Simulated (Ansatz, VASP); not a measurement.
## One calculation of V, two programs

```
V
1.0
     0.00000    1.90857    1.90857
     1.90857    0.00000    1.90857
     1.90857    1.90857    0.00000
V
1
Direct
  0.00000 0.00000 0.00000
```

Alike in both runs: functional PBE; k mesh 14 × 14 × 14; occupations fermi-dirac, width 0.05 eV; collinear spin.

Ansatz relaxed the structure, and its values are those at the end. VASP's run is a single point on that final structure, the one shown.

```csv
,VASP,Ansatz
version,VASP 6.6.1,Ansatz 0.2.0
potentials or method,"VASP PAW PBE potentials, release 64 (V_sv)","plane waves (420 eV) with PAW, scalar-relativistic"
plane-wave cutoff (eV),520,420
valence electrons in the cell,13,13
```

|  | VASP | Ansatz | Ansatz less VASP |
| --- | --- | --- | --- |
| pressure (GPa) | 0.1 | 0.0 | -0.13 |
| net moment per atom (μB) | 0.00 | 0.00 | -0.002 |

The functional is the same, so the differences come from potentials, cutoffs and numerics. Ansatz warned: «seeded_moment_not_kept».
